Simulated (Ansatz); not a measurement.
Crystal: TePb.

```
Pb Te
1.0
     4.00229    0.00000    0.00000
     0.00000    4.00229    0.00000
     0.00000    0.00000    4.00229
Pb Te
1 1
Direct
  0.00000 0.00000 0.00000
  0.50000 0.50000 0.50000
```

Measurements of this composition are mostly on another form, of space group No. 225.

```yaml
Program: Ansatz 0.2.0
Task: relaxation of cell and atoms
Functional: RPBE
Dispersion: D3(BJ)
Potentials_or_basis: Ansatz PAW
Cutoff: "420 eV (not typed: the program's choice for these potentials)"
k_mesh: 7 × 7 × 7
Occupations: fermi-dirac, width 0.05 eV
Spin: no spin polarisation
```

At the start: volume 32.05 Å³/atom.

How do energy, volume and symmetry change on relaxing?

It ends after 7 steps and the volume is 22.12 Å³/atom (-31.0 %); space group Pm-3m (No. 221, to 0.05 Å).

The path:
| step | energy change (eV) | largest force (eV/Å) | volume (Å³) |
| --- | --- | --- | --- |
| 1 | 0.0000 | 0.0000 | 64.11 |
| 2 | -0.8472 | 0.0000 | 55.18 |
| 3 | -1.4276 | 0.0000 | 47.13 |
| 4 | -1.4338 | 0.0000 | 41.81 |
| 5 | -1.4917 | 0.0000 | 44.23 |
| 6 | -1.4917 | 0.0000 | 44.25 |
| 7 | -1.4899 | 0.0000 | 44.25 |

Final structure:
```xyz
2
Lattice="3.5369 0.0000 0.0000 0.0000 3.5369 0.0000 0.0000 0.0000 3.5369" Properties=species:S:1:pos:R:3 pbc="T T T"
Pb    0.0000    0.0000    0.0000
Te    1.7684    1.7684    1.7684
```

Caveat: the volume moved by over 15 % at a fixed basis, so the end points are rough; the plane-wave basis is chosen anew once the cell has moved, so the energies of steps on either side of that aren't comparable; the PAW data sets come from PBE, with cores solved anew for the run's functional, which leaves a small shift of forces and pressure.
